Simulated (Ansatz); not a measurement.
# ZnS: the cost of one run

Computed with Ansatz 0.2.0 (DFT, levels as named, plane waves, PAW, unless a step's input says otherwise).

The COD entry's cell or inner coordinates are ideal or old and differ from later refinements, so a difference from it is no clean test against experiment.

### Step 1. The starting structure

It takes space group F-43m (No. 216, cubic). The conventional cell has a = 5.404 Å, b = 5.404 Å, c = 5.404 Å, α = 90.00°, β = 90.00°, γ = 90.00°. Around Zn (site symmetry -43m) lie 4 S at 2.34 Å. Around S (site symmetry -43m) lie 4 Zn at 2.34 Å.

As a file:

```cif
data_structure
_symmetry_space_group_name_H-M 'F-43m'
_symmetry_Int_Tables_number 216
_cell_length_a 5.4040
_cell_length_b 5.4040
_cell_length_c 5.4040
_cell_angle_alpha 90.000
_cell_angle_beta 90.000
_cell_angle_gamma 90.000
_cell_volume 157.81
loop_
_atom_site_label
_atom_site_type_symbol
_atom_site_symmetry_multiplicity
_atom_site_Wyckoff_symbol
_atom_site_fract_x
_atom_site_fract_y
_atom_site_fract_z
_atom_site_occupancy
Zn1 Zn 4 d 0.25000 0.25000 0.75000 1
S1 S 4 a 0.00000 0.00000 0.00000 1
```

### Step 2. Relaxation with PBE

input.yaml

```yaml
crystal:
  lattice:
    - [0.0, 2.702, 2.702]
    - [2.702, 0.0, 2.702]
    - [2.702, 2.702, 0.0]
  atoms:
    - { symbol: Zn, position: [0.25, 0.25, 0.25] }
    - { symbol: S, position: [0.0, 0.0, 0.0] }
  symmetry: { tolerance: 0.0003 }
hamiltonian:
  xc: pbe
  pseudopotentials: { kind: paw, azcp: { folder: soft_1 } }
basis:
  ecutwfc: 420
magnetization:
  spin_polarized: false
scf:
  occupations: { method: fermi_dirac, width: 0.02 }
kpoints:
  mp_grid: { grid: [8, 8, 8], shift: [0, 0, 0] }
output:
  forces: true
  stress: true
  eigenvalues: true
relax:
  max_steps: 60
  cell: {}
```

Started as:

```sh
$ ansatz run input.yaml --threads 2 --pin off --max-ram 5632MiB --backend cpu --events-out ev --progress --plain --runs-dir out
```

What time and memory should one allow on 2 threads of Arm Neoverse V1, shared host?

About 4.7 s, with a peak of 0.3 GiB.
